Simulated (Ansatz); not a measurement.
# PbS: the cost of one run

Method: DFT PBE, scalar-relativistic, plane waves, PAW, in Ansatz 0.2.0.

1 further run of the same task is left out (set aside as unsound or not needed).

### Step 1. Starting point

The structure is cubic, space group Fm-3m (No. 225). The conventional cell has a = 5.930 Å, b = 5.930 Å, c = 5.930 Å, α = 90.00°, β = 90.00°, γ = 90.00°. Around Pb (site symmetry m-3m) lie 6 S at 2.96 Å. S (site symmetry m-3m) is surrounded by 6 Pb at 2.96 Å.

Coordinates:

```cif
data_structure
_symmetry_space_group_name_H-M 'Fm-3m'
_symmetry_Int_Tables_number 225
_cell_length_a 5.9300
_cell_length_b 5.9300
_cell_length_c 5.9300
_cell_angle_alpha 90.000
_cell_angle_beta 90.000
_cell_angle_gamma 90.000
_cell_volume 208.53
loop_
_atom_site_label
_atom_site_type_symbol
_atom_site_symmetry_multiplicity
_atom_site_Wyckoff_symbol
_atom_site_fract_x
_atom_site_fract_y
_atom_site_fract_z
_atom_site_occupancy
Pb1 Pb 4 a 0.00000 0.00000 0.00000 1
S1 S 4 b 0.50000 0.00000 0.00000 1
```

The structure comes from the Crystallography Open Database.

### Step 2. A change within a subgroup

The change: strain xx, yy, zz, yz, xz, xy = -2.9, -2.9, -2.9, -1.0, +1.0, +1.0 %.

input.yaml

```yaml
crystal:
  lattice:
    - [0.0593, 2.85063995, 2.85063995]
    - [2.90993995, 0.0, 2.90993995]
    - [2.90993995, 2.90993995, 0.0]
  atoms:
    - { symbol: Pb, position: [0.0, 0.0, 0.0] }
    - { symbol: S, position: [0.5, 0.5, 0.5] }
basis:
  ecutwfc: 420
kpoints:
  mp_grid: { grid: [10, 10, 10] }
hamiltonian:
  xc: pbe
scf:
  occupations: { method: gaussian, width: 0.05 }
output:
  forces: true
  stress: true
  eigenvalues: true
```

Run with:

```bash
$ ansatz run input.yaml --threads 1 --pin off --max-ram 1331MiB --backend cpu --events-out ev --progress --plain --runs-dir out
```

**Question.** How long does this run take on 1 thread of an Arm CPU, shared host, and how much memory does it need?

About 4.1 s, with a peak of 0.35 GiB.
